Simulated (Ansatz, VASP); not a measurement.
## One calculation of InSe, two programs

INCAR

```
SYSTEM = InSe
  ALGO = Normal
  EDIFF = 1E-7
  ENCUT = 520
  GGA = PE
  ISIF = 2
  ISMEAR = -1
  LASPH = .True.
  LCHARG = .False.
  LREAL = .False.
  LWAVE = .False.
  NBANDS = 27
  NELM = 80
  PREC = Accurate
  SIGMA = 0.05
```

File KPOINTS:

```
k-points
0
Gamma
  7 7 6
  0 0 0
```

File POSCAR:

```
InSe
1.0
    5.8649793859     -2.0682562983      0.0000000000
    5.8649793859      2.0682562983      0.0000000000
   -1.7346454858      0.0000000000      4.8029471088
In Se
2 2
Direct
    0.8882032500      0.8882032500      0.0468413600
    0.1117967500      0.1117967500      0.9531586400
    0.6609275900      0.6609275900      0.6689556200
    0.3390724100      0.3390724100      0.3310443800
```

File input.yaml:

```yaml
crystal:
  lattice:
    - [5.8649793859, -2.0682562983, 0.0]
    - [5.8649793859, 2.0682562983, 0.0]
    - [-1.7346454858, 0.0, 4.8029471088]
  atoms:
    - { symbol: In, position: [0.88820325, 0.88820325, 0.04684136] }
    - { symbol: In, position: [0.11179675, 0.11179675, 0.95315864] }
    - { symbol: Se, position: [0.66092759, 0.66092759, 0.66895562] }
    - { symbol: Se, position: [0.33907241, 0.33907241, 0.33104438] }
hamiltonian:
  xc: pbe
  pseudopotentials: { kind: paw }
kpoints:
  mp_grid: { grid: [7, 7, 6] }
scf:
  occupations: { method: fermi_dirac, width: 0.05 }
output:
  forces: true
  stress: true
  eigenvalues: true
```

Change from the starting cell: volume scaled by 1.02.

Alike in both runs: task single point; functional PBE; k mesh 7 × 7 × 6; occupations fermi-dirac, width 0.05 eV; no spin polarisation.

|  | VASP | Ansatz |
| --- | --- | --- |
| version | VASP 6.6.1 | Ansatz 0.2.0 |
| potentials or method | VASP PAW PBE potentials, release 64 (In_d, Se) | Ansatz PAW |
| plane-wave cutoff (eV) | 520 | 420 |
| valence electrons in the cell | 38 | 58 |

VASP gave:

| Property | Result |
| --- | --- |
| gap on the k mesh at the Fermi level (eV) | 1.10 |
| least direct gap on the mesh (eV) | 1.16 |
| pressure (GPa) | 0.5 |
| largest component of the traceless stress (GPa) | 0.19 |
| rms of the force components (eV/Å) | 0.042 |

Task: What did Ansatz give for the same quantities?

Result: gap on the k mesh at the Fermi level (eV): 1.11; least direct gap on the mesh (eV): 1.17; pressure (GPa): 0.5; largest component of the traceless stress (GPa): 0.19; rms of the force components (eV/Å): 0.039.

Atom by atom the forces differ by 0.007 eV/Å (rms over components). The functional is the same, so the differences come from potentials, cutoffs and numerics. The two sets of potentials don't hold the same shells in valence.

Caveats: spin-orbit coupling is left out, which moves the levels of the heavy elements; an odd mesh through Γ misses points on the zone boundary, where band edges often lie (VASP); odd divisions of the mesh miss points on the zone boundary, where band edges often lie, so the gap on the mesh can be too wide (Ansatz).
